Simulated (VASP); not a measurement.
# Ba (Fm-3m) in VASP: further runs

The runs below take Ba through single point, electrostatic potential, relaxation of cell and atoms, with PBE, RPBE, HSE06+TS-HI.

Everything below comes from runs of VASP 6.6.1. Logs are shortened: lines on timing, memory, paths and dates and some standing lists are left out, and cuts for length are marked.

## (1) Starting point

The structure is cubic, space group Fm-3m (No. 225). Conventional cell: a = 6.465 Å, b = 6.465 Å, c = 6.465 Å, α = 90.00°, β = 90.00°, γ = 90.00°.

This isn't the form of Ba at room conditions, which is bcc.

## (2) Single point, PBE

run.py

```python
from ase.calculators.vasp import Vasp
from ase.dft.bandgap import bandgap
from ase.spacegroup import crystal

atoms = crystal(
    ['Ba'],
    basis=[[0.0, 0.0, 0.0]],
    spacegroup=225,
    setting=1,
    cellpar=[6.46533001, 6.46533001, 6.46533001, 90.0, 90.0, 90.0],
    primitive_cell=True,
)
calc = Vasp(
    directory='calc',
    xc='pbe',
    pp='PBE',
    setups='recommended',
    prec='Accurate',
    encut=520,
    ediff=1e-06,
    ismear=0,
    sigma=0.05,
    lreal=False,
    lasph=True,
    nelm=100,
    algo='Normal',
    isif=2,
    lwave=False,
    lcharg=True,
    lelf=True,
    lvhar=True,
    kpts=[7, 7, 7],
    gamma=True,
)
atoms.calc = calc

print('energy (eV):', atoms.get_potential_energy())
print('free energy (eV):', atoms.get_potential_energy(force_consistent=True))
print('forces (eV/A):')
print(atoms.get_forces())
print('stress (eV/A^3, Voigt):', atoms.get_stress())
print('Fermi level (eV):', calc.get_fermi_level())
gap, top, bottom = bandgap(calc)
print('band gap (eV):', gap, 'from (spin, k, band)', top, 'to', bottom)
```

Potentials or basis: VASP PAW PBE potentials, release 64 (Ba_sv).

The run is started by

```bash
$ python run.py
```

Standard output:

```text
energy (eV): -1.88869046
free energy (eV): -1.89016752
forces (eV/A):
[[ 0.  0. -0.]]
stress (eV/A^3, Voigt): [ 0.00192443  0.00192443  0.00192443 -0.         -0.          0.        ]
Fermi level (eV): 1.44510999
band gap (eV): 0.0 from (spin, k, band) (None, None, None) to (None, None, None)
```

OUTCAR:

```text
ENCUT = 520.000000
   EDIFF = 1.00e-06
   GGA = PE
   PREC = Accurate
   ISIF = 2
   ISMEAR = 0
   NELM = 100
   LASPH = .TRUE.
   LREAL = .FALSE.

 ion  position               nearest neighbor table
   1  0.000  0.000  0.000-

  LATTYP: Found a face centered cubic cell.
 ALAT       =     6.4653300100

  Lattice vectors:

 A1 = (   0.0000000000,   3.2326650050,   3.2326650050)
 A2 = (   3.2326650050,   0.0000000000,   3.2326650050)
 A3 = (   3.2326650050,   3.2326650050,   0.0000000000)

Analysis of symmetry for initial positions (statically):
=====================================================================
 Subroutine PRICEL returns:
 Original cell was already a primitive cell.

 Routine SETGRP: Setting up the symmetry group for a
 face centered cubic supercell.

 Subroutine GETGRP returns: Found 48 space group operations
 (whereof 48 operations were pure point group operations)
 out of a pool of 48 trial point group operations.

The static configuration has the point symmetry O_h .

Analysis of symmetry for dynamics (positions and initial velocities):
=====================================================================
 Subroutine PRICEL returns:
 Original cell was already a primitive cell.

 Routine SETGRP: Setting up the symmetry group for a
 face centered cubic supercell.

 Subroutine GETGRP returns: Found 48 space group operations
 (whereof 48 operations were pure point group operations)
 out of a pool of 48 trial point group operations.

The dynamic configuration has the point symmetry O_h .

 Subroutine INISYM returns: Found 48 space group operations
 (whereof 48 operations are pure point group operations),
 and found     1 'primitive' translations

----------------------------------------------------------------------------------------

                                     Primitive cell

  volume of cell :      67.5635

  direct lattice vectors                    reciprocal lattice vectors
     0.000000000  3.232665005  3.232665005    -0.154671146  0.154671146  0.154671146
     3.232665005  0.000000000  3.232665005     0.154671146 -0.154671146  0.154671146
     3.232665005  3.232665005  0.000000000     0.154671146  0.154671146 -0.154671146

  length of vectors
     4.571678693  4.571678693  4.571678693     0.267898283  0.267898283  0.267898283

  position of ions in fractional coordinates (direct lattice)
     0.000000000  0.000000000  0.000000000

  ion indices of the primitive-cell ions
   primitive index   ion index
                 1           1

----------------------------------------------------------------------------------------

 KPOINTS: KPOINTS created by Atomic Simulation Env

Automatic generation of k-mesh.
 Grid dimensions read from file:
 generate k-points for:    7    7    7

 Generating k-lattice:

  Cartesian coordinates                     Fractional coordinates (reciprocal lattice)
    -0.022095878  0.022095878  0.022095878     0.142857143  0.000000000  0.000000000
     0.022095878 -0.022095878  0.022095878     0.000000000  0.142857143  0.000000000
     0.022095878  0.022095878 -0.022095878     0.000000000  0.000000000  0.142857143

  Length of vectors
     0.038271183  0.038271183  0.038271183

  Shift w.r.t. Gamma in fractional coordinates (k-lattice)
     0.000000000  0.000000000  0.000000000

 Subroutine IBZKPT returns following result:
 ===========================================

 Found     20 irreducible k-points:

 Following reciprocal coordinates:
            Coordinates               Weight
  0.000000  0.000000  0.000000      1.000000
  0.142857  0.000000  0.000000      8.000000
  0.285714  0.000000  0.000000      8.000000
  0.428571  0.000000  0.000000      8.000000
  0.142857  0.142857  0.000000      6.000000
  0.285714  0.142857  0.000000     24.000000
[... 12 lines left out ...]
 -0.428571  0.428571  0.142857     24.000000
 -0.285714  0.428571  0.142857     24.000000
   k-points           NKPTS =     20   k-points in BZ     NKDIM =     20   number of bands    NBANDS=      9
   number of dos      NEDOS =    301   number of ions     NIONS =      1
   total plane-waves  NPLWV =  46656
   dimension x,y,z NGX =    36 NGY =   36 NGZ =   36
   dimension x,y,z NGXF=    72 NGYF=   72 NGZF=   72
   ions per type =               1
   NGX,Y,Z   is equivalent  to a cutoff of  13.09, 13.09, 13.09 a.u.
   NGXF,Y,Z  is equivalent  to a cutoff of  26.18, 26.18, 26.18 a.u.
 SYSTEM =  unknown system
   PREC   = accura    normal or accurate (medium, high low for compatibility)
   ISTART =      0    job   : 0-new  1-cont  2-samecut
   ICHARG =      2    charge: 1-file 2-atom 10-const
   ISPIN  =      1    spin polarized calculation?
   LNONCOLLINEAR =      F non collinear calculations
   LSORBIT =      F    spin-orbit coupling
   LASPH  =      T    aspherical Exc in radial PAW
   ENCUT  =  520.0 eV  38.22 Ry    6.18 a.u.   8.50  8.50  8.50*2*pi/ulx,y,z
   NELM   =    100;   NELMIN=  2; NELMDL= -5     # of ELM steps
   EDIFF  = 0.1E-05   stopping-criterion for ELM
   LREAL  =      F    real-space projection
   EDIFFG = 0.1E-04   stopping-criterion for IOM
   NSW    =      0    number of steps for IOM
   IBRION =     -1    ionic relax: 0-MD 1-quasi-New 2-CG
   NFREE  =      0    steps in history (QN), initial steepest desc. (CG)
   ISIF   =      2    stress and relaxation
   ISYM   =      2    0-nonsym 1-usesym 2-fastsym
   POTIM  = 0.5000    time-step for ionic-motion
   TEBEG  =    0.0;   TEEND  =   0.0 temperature during run
   PSTRESS=    0.0 pullay stress
   NELECT =      10.0000    total number of electrons
   NUPDOWN=      -1.0000    fix difference up-down
   EMIN   =  10.00;   EMAX   =-10.00  energy-range for DOS
   EFERMI =   0.00;   METHOD = LEGACY
   ISMEAR =     0;   SIGMA  =   0.05  broadening in eV -4-tet -1-fermi 0-gaus
   EFERMI_NEDOS =   21; number of points for ismear=-14 and -15
   IALGO  =     38    algorithm
   IMIX   =      4    mixing-type and parameters
     AMIX     =   0.40;   BMIX     =  1.00
     AMIX_MAG =   1.60;   BMIX_MAG =  1.00
  volume/ion in A,a.u.               =      67.56       455.94
  Fermi-wavevector in a.u.,A,eV,Ry     =   0.865973  1.636451 10.203124  0.749908
  Thomas-Fermi vector in A             =   1.984294
   LORBIT       =      0    0 simple, 1 ext, 2 COOP (PROOUT), +10 PAW based schemes
   GGA     = PE    functional components
   LHFCALC =     F    Hartree Fock is set to
   AEXX    =    0.0000 exact exchange contribution
   IVDW    =     0    specifies the selected vdW correction
   LEPSILON=     F    determine dielectric tensor
   LRPA    =     F    only Hartree local field effects (RPA)
 non-spin polarized calculation
 Gauss-broadening in eV      SIGMA  =   0.05
  energy-cutoff  :      520.00
  volume of cell :       67.56
 maximum number of plane-waves:      1841
 NGX is ok and might be reduce to    36
   NGX = 17   NGY = 17   NGZ = 17

 number of electron      10.0000000 magnetization

 Free energy of the ion-electron system (eV)
  ---------------------------------------------------
  ext. energy  EPLUGINS =         0.00000000
  ---------------------------------------------------
  free energy    TOTEN  =        -1.89016752 eV

  energy without entropy =       -1.88721340  energy(sigma->0) =       -1.88869046

 E-fermi :   1.4451     XC(G=0):  -7.1905

 val. band max:        1.4337165638   @ k =  -0.2857   0.4286   0.1429
 cond. band min:       1.4637813682   @ k =  -0.4286   0.4286   0.0000
 fundamental gap:      0.0300648045
 Fermi energy:         1.4451099949

 k-point     1 :       0.0000    0.0000    0.0000
  band No.  band energies     occupation
      1     -27.5737      2.00000
      2     -12.5611      2.00000
      3     -12.5611      2.00000
      4     -12.5611      2.00000
      5      -1.2940      2.00000
      6       3.1532      0.00000
      7       3.1532      0.00000
      8       3.1532      0.00000
      9       4.5930      0.00000

 k-point     2 :       0.1429    0.0000    0.0000
  band No.  band energies     occupation
      1     -27.5682      2.00000
      2     -12.6331      2.00000
      3     -12.5703      2.00000
      4     -12.5703      2.00000
      5      -0.9698      2.00000
      6       2.7949      0.00000
      7       3.2884      0.00000
      8       3.2884      0.00000
      9       4.4363      0.00000

 k-point     3 :       0.2857    0.0000    0.0000
  band No.  band energies     occupation
      1     -27.5559      2.00000
      2     -12.7889      2.00000
      3     -12.5910      2.00000
      4     -12.5910      2.00000
      5      -0.1828      2.00000
      6       2.3077      0.00000
      7       3.2684      0.00000
      8       3.2684      0.00000
      9       4.7014      0.00000

 k-point     4 :       0.4286    0.0000    0.0000
  band No.  band energies     occupation
      1     -27.5460      2.00000
      2     -12.9084      2.00000
      3     -12.6074      2.00000
      4     -12.6074      2.00000
      5       0.4476      2.00000
      6       2.2775      0.00000
      7       3.0541      0.00000
      8       3.0541      0.00000
      9       5.5061      0.00000
[... 157 lines left out ...]
 k-point    18 :      -0.4286    0.2857    0.1429
  band No.  band energies     occupation
      1     -27.5398      2.00000
      2     -12.8557      2.00000
      3     -12.7216      2.00000
      4     -12.6451      2.00000
      5       1.1942      2.00000
      6       1.8175      0.00000
      7       2.3214      0.00000
      8       3.7463      0.00000
      9       5.1073      0.00000

 k-point    19 :      -0.4286    0.4286    0.1429
  band No.  band energies     occupation
      1     -27.5365      2.00000
      2     -12.8592      2.00000
      3     -12.7261      2.00000
      4     -12.6844      2.00000
      5       1.0639      2.00000
      6       1.6492      0.00000
      7       2.5409      0.00000
      8       4.3398      0.00000
      9       5.5135      0.00000

 k-point    20 :      -0.2857    0.4286    0.1429
  band No.  band energies     occupation
      1     -27.5357      2.00000
      2     -12.8140      2.00000
      3     -12.7922      2.00000
      4     -12.6786      2.00000
      5       1.4337      1.25274
      6       1.7907      0.00000
      7       2.2991      0.00000
      8       3.7681      0.00000
      9       5.6092      0.00000

------------------------ aborting loop because EDIFF is reached ----------------------------------------

  FORCE on cell =-STRESS in cart. coord.  units (eV):
  Direction    XX          YY          ZZ          XY          YZ          ZX
  --------------------------------------------------------------------------------------
  -------------------------------------------------------------------------------------
  Total       -0.1300210     -0.1300210     -0.1300210     -0.0000000      0.0000000      0.0000000
  in kB       -3.0832735     -3.0832735     -3.0832735     -0.0000000      0.0000000      0.0000000
  external PRESSURE =      -3.0832735 kB  Pullay stress =       0.0000000 kB

 VOLUME and BASIS-vectors are now :
 -----------------------------------------------------------------------------
  energy-cutoff  :      520.00
  volume of cell :       67.56
      direct lattice vectors                 reciprocal lattice vectors
     0.000000000  3.232665005  3.232665005    -0.154671146  0.154671146  0.154671146
     3.232665005  0.000000000  3.232665005     0.154671146 -0.154671146  0.154671146
     3.232665005  3.232665005  0.000000000     0.154671146  0.154671146 -0.154671146

 POSITION                                       TOTAL-FORCE (eV/Angst)
 -----------------------------------------------------------------------------------
      0.00000      0.00000      0.00000         0.000000      0.000000     -0.000000
 -----------------------------------------------------------------------------------
    total drift:                               -0.000000      0.000000      0.000000

  FREE ENERGIE OF THE ION-ELECTRON SYSTEM (eV)
  ---------------------------------------------------
  free  energy   TOTEN  =        -1.8901675178 eV

  energy  without entropy=       -1.8872134020  energy(sigma->0) =       -1.88869046
```

INCAR:

```text
ENCUT = 520.000000
SIGMA = 0.050000
EDIFF = 1.00e-06
ALGO = Normal
GGA = PE
PREC = Accurate
ISIF = 2
ISMEAR = 0
NELM = 100
LASPH = .TRUE.
LCHARG = .TRUE.
LELF = .TRUE.
LVHAR = .TRUE.
LWAVE = .FALSE.
LREAL = .FALSE.
```

It took 24 s on 1 thread of Intel Xeon Platinum 8488C (Sapphire Rapids), shared host; peak memory 0.19 GiB.

Results:

```yaml
Free_energy: -1.8902 eV
Pressure: -0.3 GPa
Band_gap_on_the_k_mesh: none (metal or under the smearing width)
```

(Continued in part 2 of 2.)
